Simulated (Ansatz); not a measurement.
## Si: tetragonal deformation path

These are results of Ansatz 0.2.0, DFT r2SCAN, scalar-relativistic, plane waves, PAW, not measurements. Settings: plane waves to 500 eV, k-mesh 26×26×26 (Γ-centred), Gaussian smearing 0.15 eV. No spin polarisation. Energies are free energies at this smearing, counted from the undisturbed cell; pressure is positive in compression.

The undisturbed cell (as given, not relaxed at this level; it stands at -0.1 GPa; this form isn't the usual structure):

```
CELL_PARAMETERS angstrom
-1.62691 1.62691 1.32033
1.62691 -1.62691 1.32033
1.62691 1.62691 -1.32033
ATOMIC_POSITIONS crystal
Si 0.00000 0.00000 0.00000
```

At fixed volume and fractional coordinates, lengths along (0.000, 0.000, 1.000) are scaled against those across it; ρ is that ratio over its starting value. The cell is metallic on the mesh throughout. At ρ = 1.232 the cell becomes cubic (Im-3m), and there the slope of the energy vanishes by symmetry.

```tsv
ρ	ΔE (meV/atom)	pressure (GPa)
0.800	127.1	9.2
0.850	44.4	4.7
0.920	0.3	1.4
0.960	-4.1	0.3
1.000	0.0	-0.1
1.050	12.3	-0.1
1.100	?	?
1.200	?	?
1.300	55.4	0.8
```

**Question.** Give the withheld values.

**Answer.** ΔE (meV/atom) at ρ = 1.100: 28.6; pressure (GPa) at ρ = 1.100: 0.2; ΔE (meV/atom) at ρ = 1.200: 58.9; pressure (GPa) at ρ = 1.200: 1.0.